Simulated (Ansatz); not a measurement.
# Ni: a surface, (100), 6 layers

What do the surfaces of Ni (100), 6 layers cost, and how tightly do they hold an electron? Methods of the runs shown: LAPW. Companion runs by PAW are cited. Its runs: bulk in the slab's orientation (LAPW); the reference run (LAPW); atoms relaxed (LAPW); no images along the normal (LAPW).

Program: Ansatz 0.2.0. Level of theory: DFT, PBE, all-electron LAPW, scalar-relativistic. These are calculated values, not measurements.

### 1 Starting point

Symmetry: Fm-3m, No. 225, cubic system. The conventional cell has a = 3.521 Å, b = 3.521 Å, c = 3.521 Å, α = 90.00°, β = 90.00°, γ = 90.00°. Ni (site symmetry m-3m) has 12 Ni at 2.49 Å as nearest neighbours.

As a file:

```cif
data_structure
_symmetry_space_group_name_H-M 'P 1'
_symmetry_Int_Tables_number 1
_cell_length_a 2.4894
_cell_length_b 2.4894
_cell_length_c 3.5205
_cell_angle_alpha 90.000
_cell_angle_beta 90.000
_cell_angle_gamma 90.000
_cell_volume 21.82
loop_
_atom_site_label
_atom_site_type_symbol
_atom_site_fract_x
_atom_site_fract_y
_atom_site_fract_z
_atom_site_occupancy
Ni1 Ni 0.00000 0.00000 0.00000 1
Ni2 Ni 0.50000 0.50000 0.50000 1
```

Atoms are numbered in the order of the input: Ni1, Ni2.

### 2 Bulk in the slab's orientation, LAPW

File input.yaml:

```yaml
crystal:
  lattice:
    - [1.760263382, 1.760263382, 0.0]
    - [-1.760263382, 1.760263382, 0.0]
    - [0.0, 0.0, 3.5205267641]
  atoms:
    - { symbol: Ni, position: [0.0, 0.0, 0.0], spin: 1.0 }
    - { symbol: Ni, position: [0.5, 0.5, 0.5], spin: 1.0 }
magnetization:
  spin_polarized: true
kpoints:
  mp_grid: { grid: [16, 16, 12] }
scf:
  occupations: { method: fermi_dirac, width: 0.1 }
hamiltonian:
  xc: pbe
  pseudopotentials: { kind: all_electron, lapw: { basis_error: 0.001 } }
output:
  forces: true
  stress: true
  eigenvalues: true
```

Started as:

```bash
> ansatz run input.yaml --threads 3 --pin off --max-ram 9216MiB --backend cpu --events-out ev --progress --plain --runs-dir out
```

Log, cut to the lines that bear on the results:

```text
LAPW: plane waves up to 9.021 Å⁻¹, error target 1.0e-3 eV per atom; small_component_spin mean_spin; Ni in spheres of 1.245 Å, 18 of its electrons in bands, Dirac shells []
[...]
Pseudopotentials: kind: all_electron
Pseudopotential: Ni, LAPW, valence charge 18, Koelling and Harmon's equation, gaussian nucleus
Functional definition: PBE
[...]
Crystal: 2 atoms, lattice volume = 21.817 Å³
Basis set: ecut = 310.06549027575454 eV, 263 PW (Γ), exchange–correlation at level 2
Bands: 23, of which v1, the nominal top of the filled ones, is band 18 counted from 1 (17 counted from 0)
Symmetry: 32 space group operations
Space group: Fm-3m (ITA 225), of the structure as read, at distance tolerance 2.8e-5 Å
[...]
Spin contamination: 0.0138 ħ² per cell (⟨S²⟩ above its minimum at these occupations)
Per-site moments (μB) at R_I (Å): [(0.6474796067089716, 1.2446941555391713), (0.6474796067089716, 1.2446941555391713)]
Free energy (F): -82765.773589 eV
[...]
E sigma→0 (E₀):  -82765.720165 eV
Entropy (-TS):   -0.106848 eV (-53.424 meV/atom)
Fermi energy:    18.239947 eV
[...]
--- Forces (eV/Å), atoms counted from 1 ---
  atom   1  Ni     0.00000000     0.00000000     0.00000000
  atom   2  Ni    -0.00000000     0.00000000     0.00000000
[...]
--- Stress (GPa, compression-positive) ---
       -0.066538       0.000000       0.000000
        0.000000      -0.066538       0.000000
        0.000000       0.000000       0.009285
  P = ⅓ Tr σ = -0.0413 GPa (-0.413 kbar)
--- Band table (eV; the first three rows and the last of 630) ---
[... band rows left out ...]
[...]
```

It took 61 s on 3 threads of Arm Neoverse V1, shared host; peak memory 1.2 GiB.

This run gives: pressure -0.04 GPa; no gap; spin moments Ni1 0.65 μB.

### 3 The slab

The slab cell holds 6 atoms: a = 2.489 Å, b = 2.489 Å, c = 24.801 Å, α = 90.00°, β = 90.00°, γ = 90.00°.

### 4 Slab as cut, LAPW

File input.yaml:

```yaml
crystal:
  lattice:
    - [2.4893883482, 0.0, 0.0]
    - [0.0, 2.4893883482, 0.0]
    - [0.0, 0.0, 24.8013]
  atoms:
    - { symbol: Ni, position: [0.25, 0.25, 0.3225633957], spin: 1.0 }
    - { symbol: Ni, position: [0.75, 0.75, 0.3935380374], spin: 1.0 }
    - { symbol: Ni, position: [0.25, 0.25, 0.4645126791], spin: 1.0 }
    - { symbol: Ni, position: [0.75, 0.75, 0.5354873209], spin: 1.0 }
    - { symbol: Ni, position: [0.25, 0.25, 0.6064619626], spin: 1.0 }
    - { symbol: Ni, position: [0.75, 0.75, 0.6774366043], spin: 1.0 }
magnetization:
  spin_polarized: true
kpoints:
  mp_grid: { grid: [16, 16, 1] }
scf:
  occupations: { method: fermi_dirac, width: 0.1 }
hamiltonian:
  xc: pbe
  pseudopotentials: { kind: all_electron, lapw: { basis_error: 0.001 } }
output:
  forces: true
  stress: true
  eigenvalues: true
  populations: true
  dos: { projected: true, de: 0.2, e_range: [-14, 8] }
efield:
  axis: 3
  amplitude: 0
  dipole_correction: true
```

Started as:

```bash
> ansatz run input.yaml --threads 3 --pin off --max-ram 9216MiB --backend cpu --events-out ev --progress --plain --runs-dir out
```

Log:

```text
Ni: projections on atomic orbitals take those of the free atom 1s2 2s2 2p6 3s2 3p6 3d8 4s2, of charge +0.00 (hamiltonian.pseudopotentials.projection_atoms)
LAPW: plane waves up to 9.021 Å⁻¹, error target 1.0e-3 eV per atom; small_component_spin mean_spin; Ni in spheres of 1.245 Å, 18 of its electrons in bands, Dirac shells []
Engine: ansatz 0.2.0
[... 3 set-up lines as earlier in the session ...]
  parameter kappa = 0.804
  parameter beta = 0.06672455060314922
  exchange = pbe_x(kappa = kappa, mu = beta*pi^2/3)
  correlation = pbe_c(beta = beta)
Crystal: 6 atoms, lattice volume = 153.695 Å³
Basis set: ecut = 310.06359788365353 eV, 1875 PW (Γ), exchange–correlation at level 2
Bands: 69, of which v1, the nominal top of the filled ones, is band 54 counted from 1 (53 counted from 0)
Symmetry: 8 space group operations
k-points: 45 of 256
Non-local potential: Ni, projectors of the file, none
Initial density: superposition of atomic densities (neutral atoms: chi_scale 0, normalization atom)
Starting moments: Σ|m| = 6 μB on 6 of 6 sites
Initial wavefunctions: plane waves of lowest kinetic energy (no species holds an atomic orbital)
Functional: x = pbe(κ = 0.804, μ = 0.2195149727645171), c = pbe(β = 0.06672455060314922)
iter 1 solved again at ethr=1.40e-2 eV; its pass at ethr=1.00e-1 eV (dr2=1.51e1 eV) is discarded
SCF iter   1: F=—  HF=-248296.740757 eV  |F-HF|=—  |Δ(HF+E_count)|=         —  Δρ=2.00e-2 (↑1.14e-2 ↓2.00e-2)  dr2=1.52e1  dr2_m=2.25e-1  M=4.012 μB ∫|m|=4.261 μB  β_m=0.91  ethr=1.40e-2  p=0.000 e·Å  D=3.40e-14 V/Å  ΔV_dip=-0.00 eV  dr2_dipole=1.60e-19  V_vac-E_F(+/−)=8.87/8.87 eV  ⟨swp⟩=2.1  Hψ=41500  notcnv=0
Mixer restart at iter 1: flushing history
efield: sawtooth ramp at fractional position 0.9500 (placed from the atoms, in the widest stretch of the axis that holds none; the zero of the levels goes with the place), width 0.1000; the density the first Hamiltonian is built on has a dipole p = 0.000 e·Å; the dipole correction subtracts the counter field D = 8.71e-14 V/Å, which shifts the + side's vacuum level by -0.00 eV against the − side's; the planar-averaged density in the ramp window peaks in size at 2.1e-6 e/Å³
preconditioner: auto → LDOS  [metal: Δε(μ)=0.003 eV  Ē_g=8.626 eV  σ=0.100 eV  W_gap=0.01  n_scr=32 (ndim 8)  ℏωp=23.2 eV  f_vac=0.520  D(μ)=12.28/eV (n_scr^D=166)]
spin=Collinear: LDOS preconditioning applied to the charge; magnetization (m = ρ↑ − ρ↓) channel mixes plain (no charge-response kernel on spin).
SCF iter   2: F=—  HF=-248295.887160 eV  |F-HF|=—  |Δ(HF+E_count)|=   8.54e-1  Δρ=7.09e-3 (↑6.00e-3 ↓7.09e-3)  dr2=6.38e0  dr2_m=3.45e-3  M=3.891 μB ∫|m|=4.285 μB  β_m=0.32  ethr=1.40e-2  p=0.000 e·Å  D=1.57e-6 V/Å  ΔV_dip=-0.00 eV  dr2_dipole=4.72e-9  V_vac-E_F(+/−)=7.49/7.49 eV  ⟨swp⟩=2.3  Hψ=18568  notcnv=0
density mixer auto → msr1: a metal under ldos (density of states about μ 3.69 of a free-electron gas's, 32 screened modes)
SCF iter   3: F=—  HF=-248295.590887 eV  |F-HF|=—  |Δ(HF+E_count)|=   2.96e-1  Δρ=6.44e-3 (↑6.44e-3 ↓3.24e-3)  dr2=1.88e0  dr2_m=1.74e-2  M=3.900 μB ∫|m|=4.368 μB  β_m=0.66  ethr=5.90e-3  p=0.000 e·Å  D=2.91e-6 V/Å  ΔV_dip=-0.00 eV  dr2_dipole=9.51e-11  V_vac-E_F(+/−)=6.33/6.33 eV  ⟨swp⟩=2.3  Hψ=18535  notcnv=0
iter 4 solved again at ethr=4.96e-5 eV; its pass at ethr=1.74e-3 eV (dr2=5.36e-2 eV) is discarded
SCF iter   4: F=—  HF=-248295.584525 eV  |F-HF|=—  |Δ(HF+E_count)|=   6.36e-3  Δρ=2.21e-3 (↑1.77e-3 ↓2.21e-3)  dr2=5.34e-2  dr2_m=3.17e-3  M=3.980 μB ∫|m|=4.479 μB  β_m=0.62  ethr=4.96e-5  p=0.000 e·Å  D=1.70e-6 V/Å  ΔV_dip=-0.00 eV  dr2_dipole=4.95e-8  V_vac-E_F(+/−)=5.15/5.15 eV  ⟨swp⟩=2.0  Hψ=31298  notcnv=0
SCF iter   5: F=—  HF=-248295.576653 eV  |F-HF|=—  |Δ(HF+E_count)|=         —  Δρ=2.00e-3 (↑9.52e-4 ↓2.00e-3)  dr2=2.36e-1  dr2_m=1.49e-3  M=3.994 μB ∫|m|=4.511 μB  β_m=0.62  ethr=4.95e-5  p=0.000 e·Å  D=3.66e-7 V/Å  ΔV_dip=-0.00 eV  dr2_dipole=2.84e-8  V_vac-E_F(+/−)=5.02/5.02 eV  ⟨swp⟩=3.0  Hψ=18843  notcnv=0
the basis was enlarged: its passes take 2.4 MiB over the memory plan, 3 of 3 planned eigensolver slots
SCF iter   6: F=—  HF=-248295.563744 eV  |F-HF|=—  |Δ(HF+E_count)|=   1.29e-2  Δρ=6.64e-4 (↑6.01e-4 ↓6.64e-4)  dr2=1.29e-2  dr2_m=8.86e-6  M=3.980 μB ∫|m|=4.529 μB  β_m=0.75  ethr=4.95e-5  p=0.000 e·Å  D=7.38e-7 V/Å  ΔV_dip=-0.00 eV  dr2_dipole=1.59e-9  V_vac-E_F(+/−)=4.75/4.75 eV  ⟨swp⟩=2.9  Hψ=18037  notcnv=0  defer=1
SCF iter   7: F=—  HF=-248295.565530 eV  |F-HF|=—  |Δ(HF+E_count)|=   1.79e-3  Δρ=7.94e-4 (↑4.47e-4 ↓7.94e-4)  dr2=3.61e-2  dr2_m=5.60e-5  M=3.977 μB ∫|m|=4.527 μB  β_m=0.66  ethr=1.19e-5  p=-0.000 e·Å  D=-6.48e-7 V/Å  ΔV_dip=0.00 eV  dr2_dipole=1.65e-8  V_vac-E_F(+/−)=4.91/4.91 eV  ⟨swp⟩=2.8  Hψ=17700  notcnv=0
SCF iter   8: F=—  HF=-248295.565946 eV  |F-HF|=—  |Δ(HF+E_count)|=   4.16e-4  Δρ=6.98e-4 (↑3.05e-4 ↓6.98e-4)  dr2=2.82e-2  dr2_m=7.47e-5  M=3.974 μB ∫|m|=4.529 μB  β_m=0.57  ethr=1.19e-5  p=0.000 e·Å  D=6.11e-7 V/Å  ΔV_dip=-0.00 eV  dr2_dipole=2.25e-8  V_vac-E_F(+/−)=4.92/4.92 eV  ⟨swp⟩=2.0  Hψ=17432  notcnv=0
SCF iter   9: F=—  HF=-248295.565589 eV  |F-HF|=—  |Δ(HF+E_count)|=   3.57e-4  Δρ=2.41e-4 (↑1.87e-4 ↓2.41e-4)  dr2=1.50e-3  dr2_m=6.08e-6  M=3.979 μB ∫|m|=4.541 μB  β_m=0.56  ethr=1.19e-5  p=-0.000 e·Å  D=-1.03e-6 V/Å  ΔV_dip=0.00 eV  dr2_dipole=4.49e-8  V_vac-E_F(+/−)=4.87/4.87 eV  ⟨swp⟩=2.0  Hψ=17450  notcnv=0
SCF iter  10: F=—  HF=-248295.565823 eV  |F-HF|=—  |Δ(HF+E_count)|=   2.35e-4  Δρ=1.09e-4 (↑1.09e-4 ↓7.72e-5)  dr2=3.57e-4  dr2_m=3.87e-6  M=3.978 μB ∫|m|=4.538 μB  β_m=0.63  ethr=1.39e-6  p=0.000 e·Å  D=6.13e-7 V/Å  ΔV_dip=-0.00 eV  dr2_dipole=3.58e-8  V_vac-E_F(+/−)=4.90/4.90 eV  ⟨swp⟩=2.0  Hψ=17440  notcnv=0
SCF iter  11: F=—  HF=-248295.565899 eV  |F-HF|=—  |Δ(HF+E_count)|=   7.59e-5  Δρ=6.59e-5 (↑5.71e-5 ↓6.59e-5)  dr2=1.12e-4  dr2_m=8.70e-7  M=3.978 μB ∫|m|=4.536 μB  β_m=0.62  ethr=3.31e-7  p=-0.000 e·Å  D=-1.12e-6 V/Å  ΔV_dip=0.00 eV  dr2_dipole=7.10e-8  V_vac-E_F(+/−)=4.90/4.90 eV  ⟨swp⟩=2.0  Hψ=17434  notcnv=0
SCF iter  12: F=—  HF=-248295.565921 eV  |F-HF|=—  |Δ(HF+E_count)|=   2.23e-5  Δρ=2.25e-5 (↑1.69e-5 ↓2.25e-5)  dr2=2.35e-5  dr2_m=2.11e-7  M=3.978 μB ∫|m|=4.533 μB  β_m=0.64  ethr=1.04e-7  p=0.000 e·Å  D=9.28e-7 V/Å  ΔV_dip=-0.00 eV  dr2_dipole=6.25e-8  V_vac-E_F(+/−)=4.91/4.91 eV  ⟨swp⟩=2.1  Hψ=17448  notcnv=0
SCF iter  13: F=—  HF=-248295.565923 eV  |F-HF|=—  |Δ(HF+E_count)|=   1.62e-6  Δρ=9.96e-6 (↑9.77e-6 ↓9.96e-6)  dr2=3.25e-6  dr2_m=8.87e-9  M=3.978 μB ∫|m|=4.532 μB  β_m=0.74  ethr=2.17e-8  p=-0.000 e·Å  D=-1.05e-6 V/Å  ΔV_dip=0.00 eV  dr2_dipole=1.90e-7  V_vac-E_F(+/−)=4.91/4.91 eV  ⟨swp⟩=2.0  Hψ=17432  notcnv=0
SCF iter  14: F=—  HF=-248295.565924 eV  |F-HF|=—  |Δ(HF+E_count)|=   7.81e-7  Δρ=7.67e-6 (↑6.63e-6 ↓7.67e-6)  dr2=2.97e-6  dr2_m=6.72e-9  M=3.978 μB ∫|m|=4.532 μB  β_m=0.63  ethr=3.01e-9  p=0.000 e·Å  D=2.48e-6 V/Å  ΔV_dip=-0.00 eV  dr2_dipole=4.74e-7  V_vac-E_F(+/−)=4.91/4.91 eV  ⟨swp⟩=2.0  Hψ=17431  notcnv=0
SCF iter  15: F=—  HF=-248295.565924 eV  |F-HF|=—  |Δ(HF+E_count)|=   8.96e-9  Δρ=5.79e-6 (↑5.79e-6 ↓5.35e-6)  dr2=1.04e-6  dr2_m=1.05e-9  M=3.979 μB ∫|m|=4.532 μB  β_m=0.61  ethr=2.75e-9  p=-0.000 e·Å  D=-1.29e-6 V/Å  ΔV_dip=0.00 eV  dr2_dipole=1.02e-7  V_vac-E_F(+/−)=4.91/4.91 eV  ⟨swp⟩=2.0  Hψ=17427  notcnv=0
SCF iter  16: F=—  HF=-248295.565924 eV  |F-HF|=—  |Δ(HF+E_count)|=   6.80e-8  Δρ=4.47e-6 (↑4.47e-6 ↓4.29e-6)  dr2=7.60e-7  dr2_m=7.87e-10  M=3.979 μB ∫|m|=4.532 μB  β_m=0.62  ethr=9.58e-10  p=0.000 e·Å  D=8.93e-7 V/Å  ΔV_dip=-0.00 eV  dr2_dipole=4.18e-8  V_vac-E_F(+/−)=4.91/4.91 eV  ⟨swp⟩=2.0  Hψ=17428  notcnv=0
SCF iter  17: F=—  HF=-248295.565924 eV  |F-HF|=—  |Δ(HF+E_count)|=   8.10e-8  Δρ=3.52e-6 (↑3.19e-6 ↓3.52e-6)  dr2=5.82e-7  dr2_m=5.64e-10  M=3.979 μB ∫|m|=4.532 μB  β_m=0.60  ethr=7.04e-10  p=-0.000 e·Å  D=-3.41e-7 V/Å  ΔV_dip=0.00 eV  dr2_dipole=1.73e-9  V_vac-E_F(+/−)=4.91/4.91 eV  ⟨swp⟩=2.0  Hψ=17427  notcnv=0
SCF iter  18: F=—  HF=-248295.565924 eV  |F-HF|=—  |Δ(HF+E_count)|=   6.76e-8  Δρ=2.02e-6 (↑1.39e-6 ↓2.02e-6)  dr2=2.10e-7  dr2_m=1.52e-9  M=3.979 μB ∫|m|=4.532 μB  β_m=0.58  ethr=5.39e-10  p=-0.000 e·Å  D=-6.88e-7 V/Å  ΔV_dip=0.00 eV  dr2_dipole=1.79e-8  V_vac-E_F(+/−)=4.91/4.91 eV  ⟨swp⟩=2.0  Hψ=17431  notcnv=0
SCF iter  19: F=—  HF=-248295.565924 eV  |F-HF|=—  |Δ(HF+E_count)|=   6.72e-9  Δρ=1.18e-6 (↑7.84e-7 ↓1.18e-6)  dr2=5.68e-8  dr2_m=4.51e-10  M=3.979 μB ∫|m|=4.532 μB  β_m=0.79  ethr=1.94e-10  p=-0.000 e·Å  D=-1.28e-7 V/Å  ΔV_dip=0.00 eV  dr2_dipole=9.11e-11  V_vac-E_F(+/−)=4.91/4.91 eV  ⟨swp⟩=2.0  Hψ=17427  notcnv=0
SCF iter  20: F=-248295.565924 eV  HF=-248295.565924 eV  |F-HF|=5.28e-8  |Δ(HF+E_count)|=   1.43e-8  Δρ=5.61e-7 (↑3.74e-7 ↓5.61e-7)  dr2=3.57e-8  dr2_m=7.17e-11  M=3.979 μB ∫|m|=4.532 μB  ethr=5.26e-11  p=0.000 e·Å  D=1.55e-7 V/Å  ΔV_dip=-0.00 eV  dr2_dipole=1.09e-8  V_vac-E_F(+/−)=4.91/4.91 eV  ⟨swp⟩=2.0  Hψ=17429  notcnv=0
SCF 1 converged in 20 iterations: F = -248295.565924 eV  dr2 = 3.57e-8
SCF converged after 20 iterations
Magnetization: 3.9786 μB (55.9893 up, 52.0107 down)
Absolute magnetization: 4.5323 μB (∫|ρ↑−ρ↓|)
Spin contamination: 0.0535 ħ² per cell (⟨S²⟩ above its minimum at these occupations)
Per-site moments (μB) at R_I (Å): [(0.7555900573104655, 1.2446941552609974), (0.6669361332962911, 1.2446941552609974), (0.6494568022557967, 1.2446941552609974), (0.6494537542598398, 1.2446941552609974), (0.6669270657874478, 1.2446941552609974), (0.7555730249534989, 1.2446941552609974)]
Free energy (F): -248295.565924 eV
Harris-Foulkes:  -248295.565924 eV  (|F-HF|=5.28e-8)
Internal energy: -248295.224843 eV  (E = F + TS)
E sigma→0 (E₀):  -248295.395384 eV
Entropy (-TS):   -0.341081 eV (-56.847 meV/atom)
Fermi energy:    5.015389 eV
Dipole field:    D = 0.000000 V/Å  (p = 0.000000 e·Å, saw-weighted, corrected)
Work function:   Φ+ = 4.9069 eV   Φ− = 4.9069 eV
Levels:          The Fermi level and band energies are counted from a zero that moves with the ramp; work functions are not
--- Per-component energies (eV) ---
  E_band       = -3110.969526
  E_kinetic    = 252266.377646
  E_xc         = -10382.369685
  E_efield     = 0.000000  (sawtooth field / dipole correction)
  E_electrostatic = -490179.232804  (all electrons and nuclei)
  E_smearing   = -0.341081  (= −TS)
  E_closure    = 0.000000  (closes the sum)
  E_atoms      = -248254.535421  (free atoms, spherical and without spin; not in F)
  Σ components = -248295.565924   (vs F -248295.565924, Δ=0.00e0)
  Basis errors (estimates in eV, not in F): energy 2.9e-4 per atom: plane waves 2.5e-4 (1.4e-4 summed), levels above the bands 3.2e-46, relativity 1.5e-8, radial functions 3.6e-5, core shells 1.1e-9; eigenvalues (radial functions only) 1.2e-6; not estimated: angular momenta, meshes, grids; target (lapw.basis_error) 1.0e-3; muffin-tin radii Ni 1.245 Å
--- Forces (eV/Å), atoms counted from 1 ---
  atom   1  Ni    -0.00000000     0.00000000     0.32581437
  atom   2  Ni     0.00000000     0.00000000    -0.36337308
  atom   3  Ni    -0.00000000     0.00000000     0.02158844
  atom   4  Ni     0.00000000     0.00000000    -0.02158023
  atom   5  Ni    -0.00000000     0.00000000     0.36344103
  atom   6  Ni     0.00000000     0.00000000    -0.32626242
  max |Σ_I F_I| component: 3.72e-4 eV/Å
--- Stress (GPa, compression-positive) ---
       -2.254688       0.000000       0.000000
        0.000000      -2.254688       0.000000
        0.000000       0.000000      -1.027742
  P = ⅓ Tr σ = -1.8457 GPa (-18.457 kbar)
--- Band table (eV; the first three rows and the last of 90) ---
  k-point 0 ↑: bands = ["-98.6527", "-98.6500", "-98.6259", "-98.6066", "-98.3083", "-98.3083", "-59.1041", "-59.0745", "-59.0036", "-58.9791", "-58.9791", "-58.9663", "-58.9663", "-58.9386", "-58.9386", "-58.9309", "-58.9109", "-58.9109", "-58.6950", "-58.6950", "-58.6950", "-58.6950", "-58.5764", "-58.5764", "-3.7680", "-2.8668", "-1.5469", "-0.2001", "0.4513", "0.4818", "0.9054", "1.2021", "1.6028", "2.0212", "2.3617", "2.5341", "2.6677", "2.6677", "2.9462", "2.9462", "3.2821", "3.2859", "3.3963", "3.3963", "3.5291", "3.6960", "3.7934", "3.8922", "3.8922", "3.9083", "4.0947", "4.2291", "4.2763", "4.2763", "4.2808", "4.3991", "4.4547", "4.4890", "4.4890", "5.7489", "6.8619", "9.7355", "9.9266", "10.9750", "12.0927", "13.7498", "14.8156", "16.8882", "17.2416"]
  k-point 1 ↑: bands = ["-98.6521", "-98.6494", "-98.6254", "-98.6065", "-98.3079", "-98.3079", "-59.1025", "-59.0746", "-59.0074", "-58.9826", "-58.9781", "-58.9673", "-58.9656", "-58.9476", "-58.9384", "-58.9268", "-58.9150", "-58.9111", "-58.6992", "-58.6992", "-58.6947", "-58.6947", "-58.5761", "-58.5760", "-3.6675", "-2.7708", "-1.4590", "-0.1236", "0.5091", "0.5483", "0.9377", "1.2298", "1.6234", "2.0328", "2.3669", "2.5589", "2.6583", "2.6832", "2.9003", "2.9453", "3.0714", "3.3233", "3.3669", "3.5390", "3.6185", "3.6312", "3.7007", "3.7611", "3.8364", "3.9054", "4.1271", "4.1296", "4.1713", "4.2564", "4.3470", "4.3619", "4.4377", "4.4999", "4.6045", "5.9932", "7.1324", "9.8351", "10.0216", "11.0744", "12.1808", "13.8429", "14.8795", "16.9641", "17.3194"]
  k-point 2 ↑: bands = ["-98.6502", "-98.6479", "-98.6242", "-98.6062", "-98.3068", "-98.3067", "-59.0978", "-59.0754", "-59.0186", "-58.9929", "-58.9753", "-58.9709", "-58.9639", "-58.9634", "-58.9379", "-58.9260", "-58.9245", "-58.9119", "-58.7111", "-58.7111", "-58.6939", "-58.6939", "-58.5750", "-58.5750", "-3.3700", "-2.4885", "-1.2056", "0.0865", "0.6715", "0.7292", "1.0331", "1.3161", "1.6920", "2.0702", "2.3637", "2.6232", "2.6487", "2.7270", "2.8230", "2.8507", "2.9392", "3.1888", "3.2873", "3.5162", "3.5451", "3.6388", "3.6937", "3.7191", "3.7720", "3.8652", "3.9115", "4.0658", "4.0768", "4.1335", "4.3030", "4.3278", "4.4496", "4.4954", "5.0843", "6.5447", "7.7808", "10.1343", "10.3052", "11.3726", "12.4431", "14.1217", "15.0621", "16.9182", "17.3240"]
  k-point 44 ↓: bands = ["-97.7671", "-97.7671", "-97.7630", "-97.7630", "-97.3552", "-97.3552", "-58.2840", "-58.2840", "-58.2523", "-58.2523", "-58.2129", "-58.2129", "-58.1851", "-58.1851", "-58.1806", "-58.1806", "-58.1687", "-58.1687", "-57.8683", "-57.8683", "-57.8683", "-57.8683", "-57.6996", "-57.6996", "0.8612", "0.8612", "1.3021", "1.3021", "1.5400", "1.5400", "1.9178", "1.9178", "1.9551", "1.9551", "2.5181", "2.5181", "3.3136", "3.3136", "4.2552", "4.2552", "4.4622", "4.4622", "4.8259", "4.8259", "5.0675", "5.0675", "5.1127", "5.1127", "5.3950", "5.3950", "5.4254", "5.4254", "5.6975", "5.6975", "8.0337", "8.0337", "9.5923", "9.5923", "11.4993", "11.4993", "13.6094", "13.6094", "14.4893", "14.4893", "14.7740", "14.7740", "15.3676", "15.3677", "15.8421"]
--- Löwdin populations: 6 sites ---
  site symbol       q [e]    m [muB]
     0     Ni     27.8069     0.7579
     1     Ni     27.7719     0.6725
     2     Ni     27.7828     0.6547
     3     Ni     27.7828     0.6547
     4     Ni     27.7719     0.6725
     5     Ni     27.8069     0.7579
  spilling = 0.007600 (of n_electrons = 168.000000)
```

Run time: 8.2 min. Hardware: 3 threads of Arm Neoverse V1, shared host; peak memory 1.7 GiB.

Read from it: no gap; largest force 0.363 eV/Å; spin moments Ni1 0.76, Ni2 0.67, Ni3 0.65 μB; work function 4.91 eV.

(Part 1 of 2 ends here.)
